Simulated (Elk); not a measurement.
**MnS (Rambergite): which magnetic order is lowest**

Aim: find out whether MnS (Rambergite) carries moments, and which collinear order costs least.

Program: Elk 11.2.3 (patched build). Level of theory: PBE with U = 4.00 eV on Mn d; all-electron APW+lo, Dirac cores, scalar-relativistic bands. Results are calculated unless marked as measured.

The database entry behind the starting cell differs from later determinations by our own check (about 0.3 % short against later determinations), so it need not match the best structure at ambient conditions.

**1. The starting structure**

The structure is hexagonal, space group P6_3mc (No. 186). Conventional cell: a = 3.976 Å, b = 3.976 Å, c = 6.432 Å, α = 90.00°, β = 90.00°, γ = 120.00°. Mn has 4 S at 2.41 to 2.48 Å nearest. Nearest to S lie 4 Mn at 2.41 to 2.48 Å. Farther neighbours and most contacts between anions are not listed.

**2. Start 1: ferro ++**

The parallel start comes first: it fits the smallest cell, keeps the most symmetry and shows whether parallel moments form. A Hubbard term is added for the open shell, at a value in common use.

Moments are seeded by fields in the spheres (the last three columns under atoms), set against the wanted direction and reduced each loop.

elk.in

```
tasks
  0

xctype
  20

rgkmax
  7.0

nempty
  12

swidth
  0.001837

reducebf
  0.6

epsengy
  1e-05

maxscl
  100

lmaxi
  3

lmaxo
  10

lmaxapw
  10

spinpol
  .true.

sppath
  './'

avec
  7.51355107151 0.00000000000 0.00000000000
  -3.75677553576 6.50692610047 0.00000000000
  0.00000000000 0.00000000000 12.15471843359

atoms
  2
  'Mn.in'
  2
  0.3333333333 0.6666666667 0.0000000000   0.000000 0.000000 -0.450000
  0.6666666667 0.3333333333 0.5000000000   0.000000 0.000000 -0.450000
  'S.in'
  2
  0.3333333333 0.6666666667 0.3850000000   0.000000 0.000000 0.000000
  0.6666666667 0.3333333333 0.8850000000   0.000000 0.000000 0.000000

ngridk
  8 8 4

dft+u
  1 1
  1 2 0.146997 0.000000
```

The run is started by

```
OMP_NUM_THREADS=4 elk
```

Numbers of over 12 decimals in the logs are rounded to 6 here.

The program printed:

```text
┌─────────────────────────┐
│ Elk code version 11.2.3 │
└─────────────────────────┘

All units are atomic (Hartree, Bohr, etc.)

┌─────────────────────────────────────────────────┐
│ Ground-state run starting from atomic densities │
└─────────────────────────────────────────────────┘

Lattice vectors :
   7.513551072       0.000000000       0.000000000
  -3.756775536       6.506926100       0.000000000
   0.000000000       0.000000000       12.15471843

Reciprocal lattice vectors :
  0.8362471017      0.4828074893      -0.000000000
   0.000000000      0.9656149786       0.000000000
   0.000000000      -0.000000000      0.5169338427

Unit cell volume      :    594.2456619
Brillouin zone volume :   0.4174203185

Muffin-tin inner radius fraction :   0.1000000000E-01

Nuclei treated as point charges

Species : 1 (Mn)
 parameters loaded from : Mn.in
 name : manganese
 nuclear charge    :   -25.00000000
 electronic charge :    25.00000000
 atomic mass :    100145.9370
 muffin-tin radius :    2.351786898
 number of radial points in muffin-tin :    993
 inner part over the whole radius :   0.9857453869E-02
 number on inner part of muffin-tin    :    699
 approximate nuclear radius :   0.7074591925E-04
 number of mesh points to nuclear radius :    330
 atomic positions (lattice), magnetic fields (Cartesian) :
  1 :   0.00000000  0.00000000  0.00000000    0.00000000  0.00000000 -0.45000000
  2 :   0.33333333  0.66666667  0.50000000    0.00000000  0.00000000 -0.45000000

Species : 2 (S)
 parameters loaded from : S.in
 name : sulphur
 nuclear charge    :   -16.00000000
 electronic charge :    16.00000000
 atomic mass :    58450.91931
 muffin-tin radius :    2.155804656
 number of radial points in muffin-tin :    793
 inner part over the whole radius :   0.9951310601E-02
 number on inner part of muffin-tin    :    554
 approximate nuclear radius :   0.6195814986E-04
 number of mesh points to nuclear radius :    251
 atomic positions (lattice), magnetic fields (Cartesian) :
  1 :   0.00000000  0.00000000  0.38500000    0.00000000  0.00000000  0.00000000
  2 :   0.33333333  0.66666667  0.88500000    0.00000000  0.00000000  0.00000000

Total number of atoms per unit cell :    4
Total muffin-tin volume :    192.9071138
 ratio of muffin-tin to unit cell volume :   0.3246251948

Spin treatment :
 spin-polarised
 global magnetic field (Cartesian) :    0.000000000       0.000000000       0.000000000
 collinear magnetisation in z-direction

Number of Bravais lattice symmetries :   24
Number of crystal symmetries         :   12
Crystal has no inversion symmetry
Complex Hermitian eigensolver will be used

k-point grid :      8     8     4
k-point offset :    0.000000000       0.000000000       0.000000000
k-point set is reduced with full crystal symmetry group
Total number of k-points :       40

Muffin-tin radius times maximum |G+k| :    7.000000000
 using average radius
Maximum |G+k| for APW functions       :    3.105871469
Maximum (1/2)|G+k|²                   :    4.823218790
Maximum |G| for potential and density :    12.00000000
Constant for pseudocharge density :    7
 order of it for each species :   14  14
 order of it for pair densities of each species (exact exchange by exxq0 0: 18) :   11   8
Radial integration step length :    1

G-vector grid sizes :     30    30    48
Number of G-vectors :    17369

Maximum angular momentum used for
 APW functions            :   10
 outer part of muffin-tin :   10
 inner part of muffin-tin :    3

Total nuclear charge    :   -82.00000000
Total core charge       :    40.00000000
Total valence charge    :    42.00000000
Total excess charge     :    0.000000000
Total electronic charge :    82.00000000

Effective Wigner radius, rₛ :    1.200478868

Number of empty states         :     48
Total number of valence states :    140
Total number of core states    :     40

Third-order local-orbitals added for an l without core states : T
Total number of local-orbitals :     56

Exchange-correlation functional :     20     0     0
 Perdew-Burke-Ernzerhof, Phys. Rev. Lett. 77, 3865 (1996)
 gradient requirement :    1
 generalised gradient approximation (GGA)

DFT+U calculation
 fully localised limit (FLL)
 see Phys. Rev. B 52, R5467 (1995)
 species : 1 (Mn), l = 2, U =   0.14699700, J =   0.00000000

Smearing type :    3
 Fermi-Dirac
Smearing width :   0.1837000000E-02
Effective electronic temperature (K) :    580.0787206

Mixing type :    3
 Broyden mixing, J. Phys. A: Math. Gen. 17, L317 (1984)

Kohn-Sham potential initialised from atomic data

┌──────────────────────────────┐
│ Self-consistent loop started │
└──────────────────────────────┘

┌─────────────────┐
│ Loop number : 1 │
└─────────────────┘

Energies :
 Fermi                       :     0.39173516317262E-01
 sum of occupied eigenvalues :     -1811.2291666257
 electron kinetic            :      3149.7462493449
 core electron kinetic       :      2883.7334235509
 Coulomb                     :     -6110.0008368840
 Coulomb potential           :     -4746.1489318430
 nuclear-nuclear             :     -441.18693632753
 electron-nuclear            :     -6602.2254689488
 Hartree                     :      933.41156839241
 Madelung                    :     -3736.9263709625
 xc potential                :     -214.46837870262
 xc effective B-field        :    -0.523298
 external B-field            :      0.000000
 exchange                    :     -152.70247465236
 correlation                 :     -3.470337
 DFT+U                       :     0.571438
 electron entropic           :    -0.19489259746849E-02
 total energy                :     -3115.8579099475
 (external B-field energy excluded from total)

Density of states at Fermi energy :    173.9436373
 (states/Hartree/unit cell)

Estimated indirect band gap :   0.1250464998E-03
 from k-point 10 to k-point 32
Estimated direct band gap   :   0.3131345250E-02
 at k-point 2

Charges :
 core                        :    40.00000000
 valence                     :    42.00000000
 interstitial                :    5.900498209
 muffin-tins (core leakage)
  species : 1 (Mn)
   atom 1                    :    23.56788283     ( -0.2235078416E-06)
   atom 2                    :    23.56788283     ( -0.2235078416E-06)
  species : 2 (S)
   atom 1                    :    14.48186807     (  0.9360850382E-04)
   atom 2                    :    14.48186807     (  0.9360850382E-04)
 total in muffin-tins        :    76.09950179
 total calculated charge     :    81.99981604
 total charge                :    82.00000000
 error                       :   0.1839572954E-03

Moments :
 interstitial                :   0.6324213398
 muffin-tins
  species : 1 (Mn)
   atom 1                    :    3.710015966
   atom 2                    :    3.710015966
  species : 2 (S)
   atom 1                    :   0.1092451325
   atom 2                    :   0.1092451325
 total in muffin-tins        :    7.638522197
 total moment                :    8.270943537

┌─────────────────┐
│ Loop number : 2 │
└─────────────────┘

Energies :
 Fermi                       :     0.55557629496866E-01
 sum of occupied eigenvalues :     -1811.5724839230
 electron kinetic            :      3149.3141900511
 core electron kinetic       :      2881.8878487036
 Coulomb                     :     -6110.8164536281
 Coulomb potential           :     -4746.5915087874
 nuclear-nuclear             :     -441.18693632753
 electron-nuclear            :     -6603.3831208437
 Hartree                     :      933.75360354315
 Madelung                    :     -3737.5206992344
 xc potential                :     -213.60727902071
 xc effective B-field        :    -0.764997
 external B-field            :      0.000000
 exchange                    :     -152.92314252039
 correlation                 :     -3.453850
 DFT+U                       :     0.639401
 electron entropic           :    -0.62764804099184E-05
 total energy                :     -3117.2398618569
 (external B-field energy excluded from total)

Density of states at Fermi energy :   0.2739240083
 (states/Hartree/unit cell)

Estimated indirect band gap :   0.1703204325E-01
 from k-point 1 to k-point 4
Estimated direct band gap   :   0.4091794623E-01
 at k-point 2

Charges :
 core                        :    40.00000000
 valence                     :    42.00000000
 interstitial                :    5.806848764
 muffin-tins (core leakage)
  species : 1 (Mn)
   atom 1                    :    23.44813424     ( -0.2235076071E-06)
   atom 2                    :    23.44813424     ( -0.2235076071E-06)
  species : 2 (S)
   atom 1                    :    14.64844138     (  0.9362621918E-04)
   atom 2                    :    14.64844138     (  0.9362621918E-04)
 total in muffin-tins        :    76.19315124
 total calculated charge     :    81.99981711
 total charge                :    82.00000000
 error                       :   0.1828892343E-03

Moments :
 interstitial                :   0.7514791305
 muffin-tins
  species : 1 (Mn)
   atom 1                    :    4.458106670
   atom 2                    :    4.458106670
  species : 2 (S)
   atom 1                    :   0.1658998225
   atom 2                    :   0.1658998225
 total in muffin-tins        :    9.248012985
 total moment                :    9.999492116

RMS change in Kohn-Sham potential (target) :    3.670723504     (  0.1000000000E-05)
Absolute change in total energy (target)   :    1.381951909     (  0.1000000000E-04)

[... loops 3 to 20 left out ...]

┌──────────────────┐
│ Loop number : 21 │
└──────────────────┘

Energies :
 Fermi                       :     0.175885
 sum of occupied eigenvalues :     -1801.5580085753
 electron kinetic            :      3148.0409334778
 core electron kinetic       :      2883.3135662735
 Coulomb                     :     -6108.2241551427
 Coulomb potential           :     -4747.2412806715
 nuclear-nuclear             :     -441.18693632753
 electron-nuclear            :     -6597.4796448570
 Hartree                     :      930.44242604184
 Madelung                    :     -3734.6035148070
 xc potential                :     -201.56334773210
 xc effective B-field        :    -0.794313
 external B-field            :      0.000000
 exchange                    :     -152.68797173699
 correlation                 :     -3.452622
 DFT+U                       :     0.643505
 electron entropic           :    -0.41869772099961E-09
 total energy                :     -3115.6803108298
 (external B-field energy excluded from total)

Density of states at Fermi energy :   0.7479860259E-05
 (states/Hartree/unit cell)

Estimated indirect band gap :   0.5230575002E-01
 from k-point 1 to k-point 1
Estimated direct band gap   :   0.5230575002E-01
 at k-point 1

Charges :
 core                        :    40.00000000
 valence                     :    42.00000000
 interstitial                :    6.074166212
 muffin-tins (core leakage)
  species : 1 (Mn)
   atom 1                    :    23.45177892     ( -0.2235079943E-06)
   atom 2                    :    23.45177892     ( -0.2235079943E-06)
  species : 2 (S)
   atom 1                    :    14.51113798     (  0.9537454292E-04)
   atom 2                    :    14.51113798     (  0.9537454292E-04)
 total in muffin-tins        :    75.92583379
 total calculated charge     :    81.99981389
 total charge                :    82.00000000
 error                       :   0.1861079170E-03

Moments :
 interstitial                :   0.7578759724
 muffin-tins
  species : 1 (Mn)
   atom 1                    :    4.562076990
   atom 2                    :    4.562076990
  species : 2 (S)
   atom 1                    :   0.5898503558E-01
   atom 2                    :   0.5898503558E-01
 total in muffin-tins        :    9.242124052
 total moment                :    10.00000002

RMS change in Kohn-Sham potential (target) :   0.6283423871E-07 (  0.1000000000E-05)
Absolute change in total energy (target)   :   0.3634419045E-05 (  0.1000000000E-04)

Convergence targets achieved

┌──────────────────┐
│ Loop number : 22 │
└──────────────────┘

Energies :
 Fermi                       :     0.175885
 sum of occupied eigenvalues :     -1801.5580092854
 electron kinetic            :      3148.0409344903
 core electron kinetic       :      2883.3135658911
 Coulomb                     :     -6108.2241567405
 Coulomb potential           :     -4747.2412808179
 nuclear-nuclear             :     -441.18693632753
 electron-nuclear            :     -6597.4796479436
 Hartree                     :      930.44242753069
 Madelung                    :     -3734.6035163315
 xc potential                :     -201.56334990685
 xc effective B-field        :    -0.794313
 external B-field            :      0.000000
 exchange                    :     -152.68797184885
 correlation                 :     -3.452622
 DFT+U                       :     0.643505
 electron entropic           :    -0.41869921363169E-09
 total energy                :     -3115.6803115104
 (external B-field energy excluded from total)

Density of states at Fermi energy :   0.7479880532E-05
 (states/Hartree/unit cell)

Estimated indirect band gap :   0.5230579630E-01
 from k-point 1 to k-point 1
Estimated direct band gap   :   0.5230579630E-01
 at k-point 1

Charges :
 core                        :    40.00000000
 valence                     :    42.00000000
 interstitial                :    6.074166336
 muffin-tins (core leakage)
  species : 1 (Mn)
   atom 1                    :    23.45177891     ( -0.2235077723E-06)
   atom 2                    :    23.45177891     ( -0.2235077723E-06)
  species : 2 (S)
   atom 1                    :    14.51113792     (  0.9537454586E-04)
   atom 2                    :    14.51113792     (  0.9537454586E-04)
 total in muffin-tins        :    75.92583366
 total calculated charge     :    81.99981389
 total charge                :    82.00000000
 error                       :   0.1861079227E-03

Moments :
 interstitial                :   0.7578754506
 muffin-tins
  species : 1 (Mn)
   atom 1                    :    4.562077182
   atom 2                    :    4.562077182
  species : 2 (S)
   atom 1                    :   0.5898510523E-01
   atom 2                    :   0.5898510523E-01
 total in muffin-tins        :    9.242124574
 total moment                :    10.00000002

┌──────────────────────────────┐
│ Self-consistent loop stopped │
└──────────────────────────────┘

Wrote STATE.OUT
```

Run time: 9.1 min. Hardware: 4 threads of Intel Xeon Platinum 8488C (Sapphire Rapids), shared host; peak memory 0.6 GiB.

Spin moment in the muffin-tin sphere by atom:

| atom | spin moment in the muffin-tin sphere (μB) |
| --- | --- |
| Mn1 | 4.56 |
| Mn2 | 4.56 |
| S3 | 0.06 |
| S4 | 0.06 |

This step gave:

```yaml
density_of_states_at_the_fermi_level: 2.75e-7 states/eV/cell
moment_between_the_spheres: 0.7579 μB
magnetization: 10 μB
final_state: ferromagnetic
```

After 22 cycles the largest moment stands at 4.56 μB.

(Continued in part 2 of 2.)

[Logs and program files are shortened in this print: banners, set-up blocks, solver, clock and traceback lines can be left out without a mark of their own.]

[Logs are printed without paths, hosts, clocks, repeated set-up lines and the standing remarks that a program may print on its own settings, such as how far it seeks lower states.]

[Hosts, paths, dates, database ids (printed as entryN), source tags and the programs' standing remarks are cut or masked in the printed files.]

[Where a cell is said to come from a database of computed structures, the database is the Materials Project.]
